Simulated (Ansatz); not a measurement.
The cell was built from the diamond type and relaxed in the same program; it needn't be a known or the stable phase. The listed cell was then made from it by scaling, straining or moving an atom.

An input for Co: DFT, PBE, PAW with Ansatz's default frozen-core files, scalar-relativistic (Ansatz 0.2.0).

Command: `ansatz run input.yaml --threads 1 --pin off --max-ram 3072MiB --backend cpu --events-out ev --progress --plain --runs-dir out` The run took about 9.1 s on 1 thread of a shared machine.

```yaml
crystal:
  lattice:
    - [0.0, 2.5561089918, 2.5561089918]
    - [2.5561089918, 0.0, 2.5561089918]
    - [2.5561089918, 2.5561089918, 0.0]
  atoms:
    - { symbol: Co, position: [0.0, 0.0, 0.0], spin: 2.0 }
    - { symbol: Co, position: [0.25, 0.25, 0.25], spin: 2.0 }
magnetization:
  spin_polarized: true
kpoints:
  mp_grid: { grid: [12, 12, 12] }
scf:
  occupations: { method: fermi_dirac, width: 0.05 }
hamiltonian:
  xc: pbe
  pseudopotentials: { kind: paw }
output:
  forces: true
  stress: true
  eigenvalues: true
  efg: { contact_densities: true }
```

Set-up and iterations as logged by Ansatz (the results part is left out, to be predicted):

```
Engine: ansatz 0.2.0
Pseudopotentials: kind: paw
Pseudopotential: Co, paw, valence charge 17, recommended cutoff 420 eV (normal)
Functional definition: PBE
  parameter kappa = 0.804
  parameter beta = 0.06672455060314922
  exchange = pbe_x(kappa = kappa, mu = beta*pi^2/3)
  correlation = pbe_c(beta = beta)
Crystal: 2 atoms, lattice volume = 33.402 Å³
Basis set: ecut = 420 eV, 645 PW (Γ), exchange–correlation on 50×50×50 points (8 copies of the dense FFT grid, shifted against one another)
Bands: 23, of which v1, the nominal top of the filled ones, is band 17 counted from 1 (16 counted from 0)
Symmetry: 48 space group operations
Space group: Fd-3m (ITA 227), of the structure as read, at distance tolerance 3.2e-5 Å
Magnetic group: BNS 227.128 (UNI 1630), of the structure as read, at distance tolerance 3.2e-5 Å
k-points: 72 of 1728
Non-local potential: Co, projectors of the file, l = 0: 3, l = 1: 2, l = 2: 3, l = 3: 1
PAW form: soft (Blöchl's): semilocal exchange-correlation on the pseudo side does not see the compensation charge
PAW one-centre angular grid: Co, 590 points (default); XC on 64 Gauss nodes
Initial density: superposition of atomic densities (chi_scale 0.1, normalization cell)
Starting moments: Σ|m| = 4 μB on 2 of 2 sites
Initial wavefunctions: pseudopotential atomic-orbital guess
Functional: x = pbe(κ = 0.804, μ = 0.2195149727645171), c = pbe(β = 0.06672455060314922)
iter 1 solved again at ethr=8.79e-4 eV; its pass at ethr=3.10e-3 eV (dr2=2.99e-1 eV) is discarded
SCF iter   1: F=—  HF=-10247.741904 eV  |F-HF|=—  |Δ(HF+E_count)|=         —  Δρ=3.77e-2 (↑1.21e-2 ↓3.77e-2)  dr2=3.03e-1  dr2_m=1.05e-1  β_m=0.30  ethr=8.79e-4  ⟨swp⟩=1.0  Hψ=17341  notcnv=0
Mixer restart at iter 1: flushing history
SCF iter   2: F=—  HF=-10248.247720 eV  |F-HF|=—  |Δ(HF+E_count)|=   5.06e-1  Δρ=2.01e-2 (↑1.89e-2 ↓2.01e-2)  dr2=2.23e-1  dr2_m=6.26e-2  β_m=0.48  ethr=8.79e-4  ⟨swp⟩=2.0  Hψ=4075  notcnv=0
SCF iter   3: F=—  HF=-10249.088622 eV  |F-HF|=—  |Δ(HF+E_count)|=   8.41e-1  Δρ=1.52e-2 (↑1.52e-2 ↓1.38e-2)  dr2=2.60e-1  dr2_m=1.37e-2  β_m=0.74  ethr=6.57e-4  ⟨swp⟩=2.0  Hψ=4779  notcnv=0
SCF iter   4: F=—  HF=-10249.715641 eV  |F-HF|=—  |Δ(HF+E_count)|=   6.27e-1  Δρ=1.25e-2 (↑1.22e-2 ↓1.25e-2)  dr2=2.15e-1  dr2_m=6.49e-4  β_m=0.87  ethr=6.57e-4  ⟨swp⟩=2.4  Hψ=5619  notcnv=0  defer=36
SCF iter   5: F=—  HF=-10249.703332 eV  |F-HF|=—  |Δ(HF+E_count)|=   1.23e-2  Δρ=1.17e-2 (↑4.92e-3 ↓1.17e-2)  dr2=4.14e-2  dr2_m=4.67e-3  β_m=0.93  ethr=6.32e-4  ⟨swp⟩=2.6  Hψ=6075  notcnv=0  defer=56
SCF iter   6: F=—  HF=-10249.709367 eV  |F-HF|=—  |Δ(HF+E_count)|=   6.04e-3  Δρ=3.48e-3 (↑3.47e-3 ↓3.48e-3)  dr2=8.89e-3  dr2_m=2.94e-5  β_m=0.95  ethr=1.22e-4  ⟨swp⟩=2.4  Hψ=5543  notcnv=0  defer=61
SCF iter   7: F=—  HF=-10249.710356 eV  |F-HF|=—  |Δ(HF+E_count)|=   9.90e-4  Δρ=1.41e-3 (↑1.41e-3 ↓7.05e-4)  dr2=1.77e-4  dr2_m=3.15e-4  β_m=0.98  ethr=2.61e-5  ⟨swp⟩=2.0  Hψ=5227  notcnv=0  defer=61
SCF iter   8: F=—  HF=-10249.710463 eV  |F-HF|=—  |Δ(HF+E_count)|=   1.06e-4  Δρ=3.48e-4 (↑8.65e-5 ↓3.48e-4)  dr2=2.37e-5  dr2_m=1.11e-5  β_m=0.99  ethr=5.22e-7  ⟨swp⟩=2.0  Hψ=5796  notcnv=0  defer=61
SCF iter   9: F=—  HF=-10249.710471 eV  |F-HF|=—  |Δ(HF+E_count)|=   7.91e-6  Δρ=5.44e-5 (↑3.50e-5 ↓5.44e-5)  dr2=1.61e-7  dr2_m=5.54e-7  β_m=0.99  ethr=6.97e-8  ⟨swp⟩=2.1  Hψ=4491  notcnv=0  defer=61
SCF iter  10: F=—  HF=-10249.710471 eV  |F-HF|=—  |Δ(HF+E_count)|=   2.37e-7  Δρ=1.27e-5 (↑1.27e-5 ↓5.24e-6)  dr2=5.82e-8  dr2_m=5.10e-9  β_m=1.00  ethr=4.73e-10  ⟨swp⟩=2.0  Hψ=4638  notcnv=0  defer=61
SCF iter  11: F=-10249.710471 eV  HF=-10249.710471 eV  |F-HF|=2.06e-10  |Δ(HF+E_count)|=   7.80e-9  Δρ=7.02e-7 (↑7.02e-7 ↓3.95e-7)  dr2=1.50e-10  dr2_m=2.01e-11  ethr=1.71e-10  ⟨swp⟩=4.0  Hψ=11394  notcnv=0
```

Question: What pressure will this run report?

Answer: -1.94 GPa (positive in compression).

Question: What moment will the cell end with?

Answer: 3.47 μB.
